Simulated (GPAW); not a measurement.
A calculation with GPAW 26.7.0 of Hf (cli, Cartesian positions):

File Hf.xyz:

```xyz
2
Lattice="3.1967000000 0.0000000000 0.0000000000 -1.5983500000 2.7684234083 0.0000000000 0.0000000000 0.0000000000 5.0578000000" Properties=species:S:1:pos:R:3 pbc="T T T"
Hf     1.5983500002      0.9228078027      3.7933500000
Hf    -0.0000000002      1.8456156056      1.2644500000
```

Potentials or basis: GPAW PAW data sets (gpaw-data 1.2.1), pw.

Launch:

```sh
$ OMP_NUM_THREADS=1 gpaw run Hf.xyz -p 'mode=PW(600),xc=PBE,kpts={size:(10,10,5),gamma:True},occupations={name:fermi-dirac,width:0.05},nbands=24,convergence={density:1e-05,energy:1e-05},maxiter=150,txt=gpaw.txt' --properties efs -w gs.gpw
```

Write the same calculation in another form: ASE script, structure typed inline.

As run:

Contents of run.py:

```python
from ase import Atoms
from ase.dft.bandgap import bandgap
from ase.io import write
from ase.units import GPa
from gpaw import GPAW, PW

atoms = Atoms(['Hf', 'Hf'],
              cell=[[3.1967, 0.0, 0.0],
                    [-1.59835, 2.7684234083, 0.0],
                    [0.0, 0.0, 5.0578]],
              scaled_positions=[[0.6666666667, 0.3333333333, 0.75],
                                [0.3333333333, 0.6666666667, 0.25]],
              pbc=True)

calc = GPAW(mode=PW(600),
            xc='PBE',
            kpts={'size': (10, 10, 5), 'gamma': True},
            occupations={'name': 'fermi-dirac', 'width': 0.05},
            nbands=24,
            convergence={'density': 1e-05, 'energy': 1e-05},
            maxiter=150,
            txt='gpaw.txt')
atoms.calc = calc
energy = atoms.get_potential_energy()
forces = atoms.get_forces()
stress = atoms.get_stress()
calc.write('gs.gpw')
write('result.traj', atoms)
print(f'Energy: {energy:.6f} eV')
print('Forces (eV/A):')
print(forces.round(4))
print('Stress (GPa):', (stress / GPa).round(3))
print('Fermi level:', round(calc.get_fermi_level(), 4), 'eV')
print(f'Gap: {bandgap(calc)[0]:.4f} eV, direct: {bandgap(calc, direct=True)[0]:.4f} eV')
```

Potentials or basis: GPAW PAW data sets (gpaw-data 1.2.1), pw.

The run is started by

```console
$ OMP_NUM_THREADS=1 python run.py
```

Both were run:

|  | cli, Cartesian positions | ASE script, structure typed inline |
| --- | --- | --- |
| Pressure | 0.9 GPa | 0.9 GPa |
| Band gap on the k mesh | none (metal or under the smearing width) | none (metal or under the smearing width) |

Keys that steer only the numerical path or the files written may differ.
